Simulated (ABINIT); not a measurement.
Runs of ABINIT 10.8.3 (patched build) on HgTe (Coloradoite). The structure is cubic, space group F-43m (No. 216). Conventional cell: a = 6.429 Å, b = 6.429 Å, c = 6.429 Å, α = 90.00°, β = 90.00°, γ = 90.00°. Around Hg (site symmetry -43m) lie 4 Te at 2.78 Å. Te (site symmetry -43m) is surrounded by 4 Hg at 2.78 Å. 

| task | level | potentials or basis | k mesh | mesh quality | gap on the mesh (eV) | pressure (GPa) |
| --- | --- | --- | --- | --- | --- | --- |
| single point | LDA | JTH PAW LDA v2.0 | 4 × 4 × 4 | coarse | none | 0.8 |
| band structure | AM05 | JTH PAW PBE v2.0 | 7 × 7 × 7 | not flagged | none | 2.5 |
| single point | LDA | JTH PAW LDA v2.0 | 6 × 6 × 6 | not flagged | none | (a) |
| band structure | revPBE | JTH PAW PBE v2.0 | 7 × 7 × 7 | not flagged | none | 6.0 |

Alike in all rows: no spin polarisation; cell as given; cutoff (eV) 544; smearing fermi-dirac 0.05 eV.

Question: Fill in the values left out.

Answer: (a) 0.4.

Caveats: some runs use coarse meshes; the PAW data sets were made with another functional, which shifts forces and pressure a little (some runs); spin-orbit coupling is left out, which moves the levels of the heavy elements (some runs).

A k mesh can miss the band edges, and the runs leave out spin-orbit coupling on Hg, Te.

A gap of «none» marks a metal or a gap under the smearing width.

Runs at the PBE level aren't shown here.
